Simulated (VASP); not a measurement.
# AgCl (Pm-3m) in VASP: a series of runs, part 2 of 2

VASP 6.6.1. Earlier steps stand in the parts before.

**3. Single point, PBE**

Input file INCAR:

```
  PREC = Accurate
  ENCUT = 450
  EDIFF = 1E-7
  ISMEAR = 0
  SIGMA = 0.02
  LREAL = False
  LASPH = True
  NELM = 80
  ALGO = Normal
  ISIF = 2
  LWAVE = False
  LCHARG = False
  GGA = PE
```

Input file KPOINTS:

```
regular mesh
0
Gamma
  4 4 4
```

Input file POSCAR:

```
AgCl
1.0
    3.4339730000      0.0000000000      0.0000000000
    0.0000000000      3.4339730000      0.0000000000
    0.0000000000      0.0000000000      3.4339730000
Ag Cl
1 1
Direct
    0.0000000000      0.0000000000      0.0000000000
    0.5000000000      0.5000000000      0.5000000000
```

Potentials or basis: VASP PAW PBE potentials, release 64 (Ag_GW, Cl_GW).

The run is started by

```console
cat potpaw_PBE.64/Ag_GW/POTCAR potpaw_PBE.64/Cl_GW/POTCAR > POTCAR
mpirun -np 1 vasp_std > vasp.out
```

OUTCAR:

```text
PREC = Accurate
   ENCUT = 450
   EDIFF = 1E-7
   ISMEAR = 0
   LREAL = False
   LASPH = True
   NELM = 80
   ISIF = 2
   GGA = PE

 ion  position               nearest neighbor table
   1  0.000  0.000  0.000-
   2  0.500  0.500  0.500-

  LATTYP: Found a simple cubic cell.
 ALAT       =     3.4339730000

  Lattice vectors:

 A1 = (   3.4339730000,   0.0000000000,   0.0000000000)
 A2 = (   0.0000000000,   3.4339730000,   0.0000000000)
[... 328 lines left out ...]
     13      10.5233      0.00000

------------------------ aborting loop because EDIFF is reached ----------------------------------------

  FORCE on cell =-STRESS in cart. coord.  units (eV):
  Direction    XX          YY          ZZ          XY          YZ          ZX
  --------------------------------------------------------------------------------------
  -------------------------------------------------------------------------------------
  Total       -0.0043116     -0.0043116     -0.0043116     -0.0000000     -0.0000000      0.0000000
  in kB       -0.1705909     -0.1705909     -0.1705909     -0.0000000     -0.0000000      0.0000000
  external PRESSURE =      -0.1705909 kB  Pullay stress =       0.0000000 kB

 VOLUME and BASIS-vectors are now :
 -----------------------------------------------------------------------------
  energy-cutoff  :      450.00
  volume of cell :       40.49
      direct lattice vectors                 reciprocal lattice vectors
     3.433973000  0.000000000  0.000000000     0.291207881  0.000000000  0.000000000
     0.000000000  3.433973000  0.000000000     0.000000000  0.291207881  0.000000000
     0.000000000  0.000000000  3.433973000     0.000000000  0.000000000  0.291207881

 POSITION                                       TOTAL-FORCE (eV/Angst)
 -----------------------------------------------------------------------------------
      0.00000      0.00000      0.00000         0.000000      0.000000      0.000000
      1.71699      1.71699      1.71699         0.000000      0.000000      0.000000
 -----------------------------------------------------------------------------------
    total drift:                                0.000000      0.000000     -0.000000

  FREE ENERGIE OF THE ION-ELECTRON SYSTEM (eV)
  ---------------------------------------------------
  free  energy   TOTEN  =        -5.0987723168 eV

  energy  without entropy=       -5.0987723168  energy(sigma->0) =       -5.09877232
```

OSZICAR:

```text
N       E                     dE             d eps       ncg     rms          rms(c)
DAV:   1     0.112498200105E+03    0.11250E+03   -0.78915E+03   260   0.111E+03
DAV:   2    -0.650849887229E-01   -0.11256E+03   -0.10410E+03   305   0.274E+02
DAV:   3    -0.523179522474E+01   -0.51667E+01   -0.51441E+01   315   0.658E+01
DAV:   4    -0.540554058464E+01   -0.17375E+00   -0.17364E+00   415   0.102E+01
DAV:   5    -0.541163315469E+01   -0.60926E-02   -0.60915E-02   362   0.161E+00    0.309E+00
DAV:   6    -0.511402951937E+01    0.29760E+00   -0.54228E-01   321   0.116E+01    0.297E+00
DAV:   7    -0.510253912804E+01    0.11490E-01   -0.13907E-01   280   0.326E+00    0.160E+00
DAV:   8    -0.509912530520E+01    0.34138E-02   -0.98253E-03   356   0.137E+00    0.309E-01
DAV:   9    -0.509871057720E+01    0.41473E-03   -0.13181E-03   413   0.581E-01    0.459E-02
DAV:  10    -0.509876822484E+01   -0.57648E-04   -0.28652E-04   351   0.221E-01    0.450E-02
DAV:  11    -0.509877289415E+01   -0.46693E-05   -0.90390E-06   366   0.270E-02    0.550E-03
DAV:  12    -0.509877237277E+01    0.52138E-06   -0.32372E-06   335   0.266E-02    0.209E-03
DAV:  13    -0.509877231681E+01    0.55961E-07   -0.44993E-07   312   0.651E-03
   1 F= -.50987723E+01 E0= -.50987723E+01  d E =-.127334E-25
```

It took 4.6 s on 1 thread of AMD EPYC 9R45 (Zen 5), shared host; peak memory 0.11 GiB.

Results:

| Property | Result |
| --- | --- |
| Free energy | -5.0988 eV |
| Pressure | 0.0 GPa |
| Band gap on the k mesh | 0.56 eV, indirect (least direct gap 2.05 eV) |

Caveat: the k mesh is coarse (spacing up to 0.46 Å⁻¹), so the values aren't converged. A hybrid or GW would open this gap; PBE tends to underestimate it.

**4. For comparison**

An earlier run on the cell as given: functional PBE; potentials or basis VASP PAW PBE potentials, release 64 (Ag, Cl); cutoff 520 eV; k mesh 8 × 8 × 8; occupations fermi-dirac, width 0.05 eV; no spin polarisation.

- Pressure: -0.3 GPa
- Band gap on the k mesh: 0.57 eV, indirect (least direct gap 2.08 eV)

**5. The runs side by side**

```csv
potentials or basis,k mesh,cutoff (eV),smearing,mesh quality,gap on the mesh (eV),pressure (GPa)
"VASP PAW PBE potentials, release 64 (Ag_GW, Cl_GW)",5 × 5 × 5,500,gaussian 0.02 eV,not flagged,0.67,-0.2
"VASP PAW PBE potentials, release 64 (Ag_GW, Cl_GW)",4 × 4 × 4,450,gaussian 0.02 eV,coarse,0.56,0.0
"VASP PAW PBE potentials, release 64 (Ag, Cl)",8 × 8 × 8,520,fermi-dirac 0.05 eV,not flagged,0.57,-0.3
```

Alike in all rows: task single point; level PBE; no spin polarisation; cell as given.

Caveats: some runs use coarse meshes; an odd mesh through Γ misses points on the zone boundary, where band edges often lie (some runs).

Total energies depend on the potentials used, so only differences within one code and one set of settings carry meaning.
